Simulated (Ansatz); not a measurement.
# LiF: rattling a relaxed structure

The cell was found from a structure generator's guess, not taken from experiment.

Method: DFT PBE, scalar-relativistic, plane waves, PAW in Ansatz. Settings: cutoff 420 eV, Γ-centred mesh 6×6×8 on the computed 6-atom cell, Gaussian smearing of 0.02 eV; no spin polarisation.

The cell below (6 atoms, space group C2 (No. 5)) is relaxed within its symmetry.

```
Li F
1.0
     2.59488   -5.24327   -0.00143
     2.59488    5.24327   -0.00143
    -1.37140    0.00000    2.72922
Li F
3 3
Direct
  0.30909 0.23116 0.16869
  0.76884 0.69091 0.83131
  0.83490 0.16510 0.50000
  0.40581 0.59419 0.50000
  0.01123 0.98877 0.50000
  0.67013 0.32987 0.50000
```

For the test a repeat of it with 12 atoms (edges 5.19, 5.85, 5.98 Å) was strained at random (σ = 1.5 % a component), the atoms were moved at random (σ = 0.15 Å), and all was relaxed again on a coarse 4×4×4 mesh (in the run’s order of axes) with 0.10 eV smearing, with no symmetry imposed.

Problem. Is the structure stable against such a distortion?

Solution. It doesn't return. The energy falls by 143 meV/atom on that mesh, the volume changes by -15.0 %, and the end has space group P1 (No. 1) at a loose tolerance. Relaxed again on a 6×6×6 mesh with 0.02 eV smearing, the new structure lies 143 meV/atom below the first (mesh in the axes of the run's cell; the cell below is made exact in the group named). Space group P1 (No. 1), triclinic, a = 5.263 Å, b = 5.445 Å, c = 5.491 Å, α = 65.8°, β = 68.8°, γ = 64.8°. Li on its first site is surrounded by 3 F at 1.80–1.87 Å and 1 F at 2.00 Å; Li on its second site has 4 F at 1.88–2.07 Å; Li on its third site has 6 F at 1.95–2.21 Å; around F on its first site lie 4 Li at 1.87–2.05 Å and 1 Li at 2.21 Å; 8 more sites not described.

```
CELL_PARAMETERS angstrom
5.26299 0.00000 0.00000
2.32274 4.92510 0.00000
1.98304 1.55246 4.87962
ATOMIC_POSITIONS crystal
Li 0.76391 0.99368 0.16384
Li 0.63125 0.34104 0.52909
Li 0.29891 0.90450 0.48428
Li 0.20014 0.14552 0.83618
Li 0.37107 0.62362 0.13169
Li 0.85771 0.72525 0.83723
F 0.68390 0.66488 0.23569
F 0.50700 0.81316 0.76733
F 0.09976 0.95820 0.21965
F 0.90066 0.08669 0.75705
F 0.45455 0.24452 0.31147
F 0.23115 0.49895 0.72650
```
